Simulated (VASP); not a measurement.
# AlCo: intraband terms of a metal's spectrum

AlCo, Pm-3m (no. 221), 2 atoms in the cell. PBE, independent-particle dielectric function; PAW potentials Co, Al (PBE set).

## Input

INCAR.step1:
```
EDIFF = 1E-7
ENCUT = 320
ISMEAR = 1
ISPIN = 2
KPAR = 4
LASPH = True
LCHARG = True
LMAXMIX = 4
LWAVE = False
MAGMOM = 2 0
PREC = Accurate
SIGMA = 0.1
```

INCAR.step2:
```
CSHIFT = 0.1
EDIFF = 1E-6
ENCUT = 320
ICHARG = 11
ISMEAR = 0
ISPIN = 2
KPAR = 4
LASPH = True
LCHARG = False
LMAXMIX = 4
LWAVE = True
MAGMOM = 2 0
NBANDS = 24
NEDOS = 3000
OMEGAMAX = 30
PREC = Accurate
SIGMA = 0.3
```

INCAR.step3, as INCAR.step2 but for:
```
- LWAVE = True
+ ALGO = None
+ ISTART = 1
+ LOPTICS = True
+ LWAVE = False
+ NELM = 1
```

INCAR.step4, as INCAR.step3 but for:
```
+ WPLASMAI = 0.03
```

INCAR.step5 to INCAR.step6 change the same tag again: WPLASMAI = 0.1, 0.3.

INCAR.step7, as INCAR.step6 but for:
```
- WPLASMAI = 0.3
+ RTIME = 5
```

INCAR.step8, as INCAR.step7 but for:
```
- RTIME = 5
+ RTIME = 40
```

INCAR.step9, as INCAR.step8 but for:
```
- RTIME = 40
+ LNABLA = True
```

INCAR.step10, as INCAR.step9 but for:
```
- ISMEAR = 0
- LNABLA = True
+ ISMEAR = -5
```

KPOINTS.step1:
```
k-points
0
Gamma
  9 9 9
```

KPOINTS.step2:
```
k-points
0
Gamma
  14 14 14
```

POSCAR:
```
AlCo
1.0
    2.8194032100      0.0000000000      0.0000000000
    0.0000000000      2.8194032100      0.0000000000
    0.0000000000      0.0000000000      2.8194032100
Co Al
1 1
Direct
    0.5000000000      0.5000000000      0.5000000000
    0.0000000000      0.0000000000      0.0000000000
```

Commands (each step's output is kept before the next begins):
```
cat potpaw_PBE.64/Co/POTCAR potpaw_PBE.64/Al/POTCAR > POTCAR
cp INCAR.step1 INCAR
cp KPOINTS.step1 KPOINTS
mpirun -np 4 vasp_std > vasp.out
cp INCAR.step2 INCAR
cp KPOINTS.step2 KPOINTS
mpirun -np 4 vasp_std > vasp.out
cp INCAR.step3 INCAR
mpirun -np 4 vasp_std > vasp.out
cp INCAR.step4 INCAR
mpirun -np 4 vasp_std > vasp.out
cp INCAR.step5 INCAR
mpirun -np 4 vasp_std > vasp.out
cp INCAR.step6 INCAR
mpirun -np 4 vasp_std > vasp.out
cp INCAR.step7 INCAR
mpirun -np 4 vasp_std > vasp.out
cp INCAR.step8 INCAR
mpirun -np 4 vasp_std > vasp.out
cp INCAR.step9 INCAR
mpirun -np 4 vasp_std > vasp.out
cp INCAR.step10 INCAR
mpirun -np 4 vasp_std > vasp.out
```

## Result

- Bands: 24

One ground state, settings moved in the last step alone:

| Settings | Plasma frequency (eV) | Im ε at 0.5 eV | Im ε at 1 eV | Im ε at 2 eV | Im ε at 4 eV | Time (s) |
|---|---|---|---|---|---|---|
| interband part alone | 3.74 | 41.6 | 24.7 | 14.6 | 5.2 | 9 |
| Drude term, WPLASMAI 0.03 | 3.74 | 44.9 | 25.1 | 14.6 | 5.2 | 7 |
| Drude term, WPLASMAI 0.1 | 3.74 | 52.3 | 26.1 | 14.8 | 5.2 | 9 |
| Drude term, WPLASMAI 0.3 | 3.74 | 66.3 | 28.5 | 15.1 | 5.3 | 10 |
| relaxation time RTIME 5 fs | 3.74 | 55.3 | 26.5 | 14.8 | 5.2 | 10 |
| relaxation time RTIME 40 fs | 3.74 | 43.4 | 24.9 | 14.6 | 5.2 | 11 |
| transversal form (LNABLA) | 3.01 | 23.2 | 14.0 | 8.9 | 4.8 | 7 |
| tetrahedron method | – | – | – | – | – | no result |

VASP 6.6.1 took 80 s on 4 cores (Intel Xeon Platinum 8488C (Sapphire Rapids)), a shared host.
